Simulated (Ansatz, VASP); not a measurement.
## Ir in VASP and in Ansatz

```
CELL_PARAMETERS angstrom
0.00000 1.91970 1.86211
1.91970 0.00000 1.86211
1.91970 1.91970 0.00000
ATOMIC_POSITIONS crystal
Ir 0.00000 0.00000 0.00000
```

Change from the starting cell: zz strain of -3 %, PAW files.

Alike in both runs: task electric field gradients; functional PBE; k mesh 15 × 15 × 15; occupations fermi-dirac, width 0.05 eV; no spin polarisation.

```csv
,VASP,Ansatz
version,VASP 6.6.1,Ansatz 0.2.0
potentials or method,"VASP PAW PBE potentials, release 64 (Ir)","PAW with Ansatz's default frozen-core files, scalar-relativistic"
plane-wave cutoff (eV),520,420
valence electrons in the cell,9,17
```

|  | VASP | Ansatz | Ansatz less VASP |
| --- | --- | --- | --- |
| pressure (GPa) | 22.8 | 22.0 | -0.78 |
| largest component of the traceless stress (GPa) | 8.33 | 8.38 | +0.045 |
| Vzz of the field gradient on the site that differs most (V/Å²) | -21.4 | -22.8 | -1.39 |

The two sets of potentials don't hold the same shells in valence. Ansatz warned: «gradients_without_spin_orbit».

Caveats: so large a pressure means that the cell lies far from this level's equilibrium, or that cutoff or potentials fall short (VASP). The runs have no spin-orbit coupling, so splittings on Ir are missing.
